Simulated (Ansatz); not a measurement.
# TaN: the cost of one run

Method: DFT PBEsol, scalar-relativistic, plane waves, PAW, in Ansatz 0.2.0.

2 further runs of the same task are left out: 2 set aside as unsound or not needed.

### Step 1. The system as given

Symmetry: P-6m2, No. 187, hexagonal system. The conventional cell has a = 2.924 Å, b = 2.924 Å, c = 2.871 Å, α = 90.00°, β = 90.00°, γ = 120.00°. Ta (site symmetry -6m2) has 6 N at 2.22 Å as nearest neighbours. N (site symmetry -6m2) is surrounded by 6 Ta at 2.22 Å.

Coordinates:

```cif
data_structure
_symmetry_space_group_name_H-M 'P-6m2'
_symmetry_Int_Tables_number 187
_cell_length_a 2.9240
_cell_length_b 2.9240
_cell_length_c 2.8707
_cell_angle_alpha 90.000
_cell_angle_beta 90.000
_cell_angle_gamma 120.000
_cell_volume 21.26
loop_
_atom_site_label
_atom_site_type_symbol
_atom_site_symmetry_multiplicity
_atom_site_Wyckoff_symbol
_atom_site_fract_x
_atom_site_fract_y
_atom_site_fract_z
_atom_site_occupancy
Ta1 Ta 1 d 0.33333 0.66667 0.50000 1
N1 N 1 a 0.00000 0.00000 0.00000 1
```

This cell was relaxed beforehand with the same method: volume 10.63 Å³/atom, gap on the mesh none (metal).

### Step 2. The bulk in the cell of the plane

Input file input.yaml:

```yaml
crystal:
  lattice:
    - [2.8707276426, 0.0, 0.0]
    - [0.0, 2.9239890448, 0.0]
    - [0.0, -1.4619945224, 2.5322487932]
  atoms:
    - { symbol: Ta, position: [0.5, 0.6666666667, 0.3333333333] }
    - { symbol: "N", position: [0.0, 0.0, 0.0] }
basis:
  ecutwfc: 420
kpoints:
  mp_grid: { grid: [12, 12, 14] }
hamiltonian:
  xc: pbesol
scf:
  occupations: { method: gaussian, width: 0.1 }
output:
  forces: true
  stress: true
  eigenvalues: true
```

On the command line:

```console
ansatz run input.yaml --threads 1 --pin off --max-ram 2560MiB --backend cpu --events-out ev --progress --plain --runs-dir out
```

What time and memory should one allow on 1 thread of Arm Neoverse V2, shared host?

About 13 s, with a peak of 0.47 GiB.
